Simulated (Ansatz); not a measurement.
**Computed properties of H**

```yaml
crystal:
  lattice:
    - [3.84013, 0.00000, 0.00000]
    - [-1.92007, 3.32565, 0.00000]
    - [0.00000, 0.00000, 5.04666]
  atoms:
    - { symbol: H, position: [0.33333, 0.66667, 0.17650] }
    - { symbol: H, position: [0.66667, 0.33333, 0.67650] }
    - { symbol: H, position: [0.66667, 0.33333, 0.82350] }
    - { symbol: H, position: [0.33333, 0.66667, 0.32350] }
```

Atom numbers follow the list: H1, H2, H3, H4.

The cell is the one relaxed in the Materials Project (mp-24504), not relaxed further here; entries there can be hypothetical.

The calculation used DFT, PBE, all-electron LAPW, scalar-relativistic (Ansatz 0.2.0).

Sampling and basis: a Γ-centred 9×9×6 k mesh, Fermi–Dirac smearing of 0.02 eV, basis error target 0.5 meV/atom, no spin polarisation.

```
Stress xx, yy, zz (compression positive) : 0.02, 0.02, 1.15 GPa
Volume per atom                          : 16.11 Å³
```

Q: Predict this quantity. Largest force.

A: 0.303 eV/Å on H1.

Q: Predict this quantity. Band gap.

A: 9.40 eV, direct at Γ.

Q: Give the computed value. Pressure at this cell.

A: 0.40 GPa.
